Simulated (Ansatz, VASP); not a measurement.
# TePb: VASP beside Ansatz

Contents of INCAR:

```
ALGO = Normal
EDIFF = 1E-6
ENCUT = 520
GGA = PE
ISIF = 2
ISMEAR = 0
LASPH = T
LCHARG = T
LELF = T
LREAL = F
LVHAR = T
LWAVE = F
NBANDS = 17
NELM = 60
PREC = Accurate
SIGMA = 0.05
```

The input KPOINTS:

```
k-points
0
Gamma
  8 8 8
```

Contents of POSCAR:

```
TePb
1.0
    0.0000000000      3.2270000000      3.2270000000
    3.2270000000      0.0000000000      3.2270000000
    3.2270000000      3.2270000000      0.0000000000
Te Pb
1 1
Direct
    0.5000000000      0.5000000000      0.5000000000
    0.0193678339      0.0193678339     -0.0193678339
```

Input for Ansatz:

```yaml
crystal:
  lattice:
    - [0.0, 3.227, 3.227]
    - [3.227, 0.0, 3.227]
    - [3.227, 3.227, 0.0]
  atoms:
    - { symbol: Te, position: [0.5, 0.5, 0.5] }
    - { symbol: Pb, position: [0.0193678339, 0.0193678339, -0.0193678339] }
basis:
  ecutwfc: 420
kpoints:
  mp_grid: { grid: [8, 8, 8] }
hamiltonian:
  xc: pbe
scf:
  occupations: { method: gaussian, width: 0.05 }
output:
  forces: true
  stress: true
  eigenvalues: true
  write_density: true
  write_potential: true
  elf: true
  volumetric_format: npy
```

Change from the starting cell: all Pb atoms moved +0.125 Å, as atom 2 along Cartesian [0 0 1].

Alike in both runs: task single point; functional PBE; k mesh 8 × 8 × 8; occupations gaussian, width 0.05 eV; no spin polarisation.

```csv
,VASP,Ansatz
version,VASP 6.6.1,Ansatz 0.2.0
potentials or method,"VASP PAW PBE potentials, release 64 (Te, Pb_d)","scalar-relativistic, plane waves, PAW"
plane-wave cutoff (eV),520,420
valence electrons in the cell,20,30
```

Ansatz gave:

* gap on the k mesh at the Fermi level (eV): 0.81
* least direct gap on the mesh (eV): 0.81
* pressure (GPa): 2.5
* largest component of the traceless stress (GPa): 0.41
* rms of the force components (eV/Å): 0.065

**Question.** Which values does VASP return?

**Answer.** gap on the k mesh at the Fermi level (eV): 0.81; least direct gap on the mesh (eV): 0.81; pressure (GPa): 2.4; largest component of the traceless stress (GPa): 0.41; rms of the force components (eV/Å): 0.066.

Atom by atom the forces differ by 0.001 eV/Å (rms over components). With one functional, cell and mesh, what is left measures potentials, basis and numerics. The two sets of potentials don't hold the same shells in valence.

Caveats: spin-orbit coupling is left out, which as a rule narrows the gap of such compounds by several tenths of an eV. A k mesh can miss the band edges.
